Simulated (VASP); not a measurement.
A run of VASP 6.6.1 is set up as follows.

File INCAR:

```
PREC     = Accurate       # precision mode
ENCUT    = 520            # plane-wave cutoff, eV
EDIFF    = 1E-7           # SCF threshold, eV
ISMEAR   = -1             # smearing method
SIGMA    = 0.05           # smearing width, eV
LREAL    = False          # projectors in reciprocal space
LASPH    = True           # aspherical terms in the spheres
NELM     = 60             # most SCF steps
ALGO     = Normal         # electronic algorithm
ISIF     = 2              # what is computed and relaxed
LWAVE    = False          # write WAVECAR
LCHARG   = True           # write CHGCAR
GGA      = PE             # functional
LELF     = True           # ELF
LVHAR    = True         
NBANDS   = 28             # bands
```

KPOINTS

```
regular mesh
0
Gamma
  10 10 3
```

POSCAR

```
Ti3Al
1.0
    2.9275422229      0.0000000000      0.0000000000
   -1.4637711114      2.5353259357      0.0000000000
    0.0000000000      0.0000000000      9.2263620000
Ti Al
3 1
Direct
    0.3522190000      0.6805740000      0.2548270000
    0.3479140000      0.6913960000      0.7463020000
    0.6520880000      0.3418930000      0.0003530000
    0.6604000000      0.3215280000      0.5011080000
```

Potentials or basis: VASP PAW PBE potentials, release 64 (Ti_sv, Al).

The run is started by

```bash
$ cat potpaw_PBE.64/Ti_sv/POTCAR potpaw_PBE.64/Al/POTCAR > POTCAR
$ mpirun -np 1 vasp_std > vasp.out
```

(1) Estimate the pressure.

(2) Predict the largest force.

(3) Estimate the band gap on the k mesh.

## Answers

(1) 0.1 GPa.

(2) 0.427 eV/Å.

(3) none (metal or under the smearing width).
